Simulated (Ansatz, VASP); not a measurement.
# One calculation of CaHF, two programs

INCAR

```
SYSTEM = CaHF
  ALGO = Normal
  EDIFF = 1E-7
  ENCUT = 520
  GGA = CA
  ISIF = 2
  ISMEAR = -1
  LASPH = .TRUE.
  LCHARG = .FALSE.
  LREAL = .FALSE.
  LWAVE = .FALSE.
  NBANDS = 27
  NELM = 80
  PREC = Accurate
  SIGMA = 0.0208
```

File KPOINTS:

```
k-points
0
G
  8 8 4
  0 0 0
```

POSCAR

```
CaHF
1.0
    3.3532330000      0.0000000000      0.0000000000
    0.0000000000      3.3532330000      0.0000000000
    0.0000000000      0.0000000000      6.8759520000
Ca H F
2 2 2
Direct
    0.0000000000      0.5000000000      0.1400000000
    0.5000000000      0.0000000000      0.8600000000
    0.0000000000      0.0000000000      0.0000000000
    0.5000000000      0.5000000000      0.0000000000
    0.0000000000      0.5000000000      0.6700000000
    0.5000000000      0.0000000000      0.3300000000
```

Input for Ansatz:

```yaml
crystal:
  lattice:
    - [3.353233, 0.0, 0.0]
    - [0.0, 3.353233, 0.0]
    - [0.0, 0.0, 6.875952]
  atoms:
    - { symbol: Ca, position: [0.0, 0.5, 0.14] }
    - { symbol: Ca, position: [0.5, 0.0, 0.86] }
    - { symbol: H, position: [0.0, 0.0, 0.0] }
    - { symbol: H, position: [0.5, 0.5, 0.0] }
    - { symbol: F, position: [0.0, 0.5, 0.67] }
    - { symbol: F, position: [0.5, 0.0, 0.33] }
  symmetry: { tolerance: 0.0003 }
kpoints:
  mp_grid: { grid: [8, 8, 4], shift: [0, 0, 0] }
  band_path:
    path:
      - [0.0, 0.0, 0.0]
      - [0.0, 0.5, 0.0]
      - [0.5, 0.5, 0.0]
      - [0.0, 0.0, 0.0]
      - [0.0, 0.0, 0.5]
      - [0.0, 0.5, 0.5]
      - [0.5, 0.5, 0.5]
      - [0.0, 0.0, 0.5]
      - [0.0, 0.5, 0.0]
      - [0.0, 0.5, 0.5]
      - [0.5, 0.5, 0.0]
    npoints: 6
magnetization:
  spin_polarized: false
scf:
  occupations: { method: fermi_dirac, width: 0.0208 }
  lower_state_search: "off"
  max_iter: 200
hamiltonian:
  pseudopotentials: { kind: paw }
  xc: lda
basis:
  ecutwfc: 420
  fft_grid_basis: typed
output:
  forces: true
  stress: true
  eigenvalues: true
  bader: true
  populations: true
  elf: true
  write_potential: true
  volumetric_format: npy
  dos:
    e_range: [-12, 8]
    de: 0.05
    projected: { site_lists: { Ca: [Ca], F: [F], H: [H] } }
checkpoint:
  read: saved_state
```

The cell was built by a generator and needn't be a form met in nature.

Alike in both runs: task single point; functional LDA; k mesh 8 × 8 × 4; occupations fermi-dirac, width 0.0208 eV; no spin polarisation.

|  | VASP | Ansatz |
| --- | --- | --- |
| version | VASP 6.6.1 | Ansatz 0.2.0 |
| potentials or method | VASP PAW LDA potentials, release 64 (Ca_sv, H, F) | PAW plane waves |
| plane-wave cutoff (eV) | 520 | 420 |
| valence electrons in the cell | 36 | 36 |

|  | VASP | Ansatz | Ansatz less VASP |
| --- | --- | --- | --- |
| gap on the k mesh at the Fermi level (eV) | 4.11 | 4.14 | +0.021 |
| pressure (GPa) | 6.4 | 6.2 | -0.25 |
| largest component of the traceless stress (GPa) | 7.35 | 7.20 | -0.152 |
| rms of the force components (eV/Å) | 2.214 | 2.196 | -0.0181 |

Atom by atom the forces differ by 0.021 eV/Å (rms over components).

Caveats: forces of over 1 eV/Å show positions far from the minimum, so gaps and moduli don't describe the material at rest. A k mesh can miss the band edges. A hybrid or GW would open this gap; LDA tends to underestimate it.
